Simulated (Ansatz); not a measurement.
# Sb (fcc type): the cost of one run

Program: Ansatz 0.2.0. Level of theory: DFT, PBE, all-electron LAPW, scalar-relativistic. These are calculated values, not measurements.

## Step 1: The starting structure

Symmetry: Fm-3m, No. 225, cubic system. The conventional cell has a = 4.243 Å, b = 4.243 Å, c = 4.243 Å, α = 90.00°, β = 90.00°, γ = 90.00°. Sb (site symmetry m-3m) has 12 Sb at 3.00 Å as nearest neighbours.

Coordinates:

```
CELL_PARAMETERS angstrom
0.00000 2.12166 2.12166
2.12166 0.00000 2.12166
2.12166 2.12166 0.00000
ATOMIC_POSITIONS crystal
Sb 0.00000 0.00000 0.00000
```

## Step 2: Fcc relaxed under pressure, LAPW

input.yaml reads:

```yaml
crystal:
  lattice:
    - [0.0, 2.1216634434, 2.1216634434]
    - [2.1216634434, 0.0, 2.1216634434]
    - [2.1216634434, 2.1216634434, 0.0]
  atoms:
    - { symbol: Sb, position: [0.0, 0.0, 0.0] }
kpoints:
  mp_grid: { grid: [15, 15, 15] }
scf:
  occupations: { method: fermi_dirac, width: 0.08 }
hamiltonian:
  xc: pbe
  pseudopotentials: { kind: all_electron, lapw: { basis_error: 0.0005 } }
output:
  forces: true
  stress: true
  eigenvalues: true
relax:
  f_tol: 0.005
  max_steps: 12
  cell: { p_target: 49.0, stress_tol: 0.03 }
```

On the command line:

```console
$ ansatz run input.yaml --threads 1 --pin off --max-ram 3584MiB --backend cpu --events-out ev --progress --plain --runs-dir out
```

What time and memory should one allow on 1 thread of Intel Xeon Platinum 8488C (Sapphire Rapids), shared host?

About 10 s, with a peak of 0.36 GiB.
